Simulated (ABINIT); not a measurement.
## MgS in ABINIT: the effect of functional

Crystal: MgS.

```xyz
2
Lattice="0.0000 2.8331 2.8331 2.8331 0.0000 2.8331 2.8331 2.8331 0.0000" Properties=species:S:1:pos:R:3 pbc="T T T"
S     1.4166    1.4166    1.4166
Mg    0.0000    0.0000    0.0000
```

The cell comes from a database or a generator and needn't be the stable form of this composition.

Alike in all runs:

```yaml
Program: ABINIT 10.8.3 (patched build)
Task: single point
Potentials_or_basis: JTH PAW PBE v2.0
Cutoff: 653 eV
k_mesh: 8 × 8 × 8
Occupations: fermi-dirac, width 0.05 eV
Spin: no spin polarisation
```

```csv
functional,gap on the mesh (eV),pressure (GPa)
LDA,3.17,-1.9
PBEsol,3.28,-0.3
RPBE,3.66,2.6
BLYP,3.57,2.6
AM05,3.43,0.2
r2SCAN,4.12,0.1
SCAN,4.11,-0.3
revPBE,3.61,2.3
PW91,?,?
WC,3.27,-0.3
```

**Question.** What does the run with functional PW91 give?

**Answer.** gap on the mesh 3.43 eV; pressure 0.9 GPa.

Caveats: the PAW data sets were made with another functional, which shifts forces and pressure a little.

A k mesh can miss the band edges.

Runs at the PBE level aren't shown here.
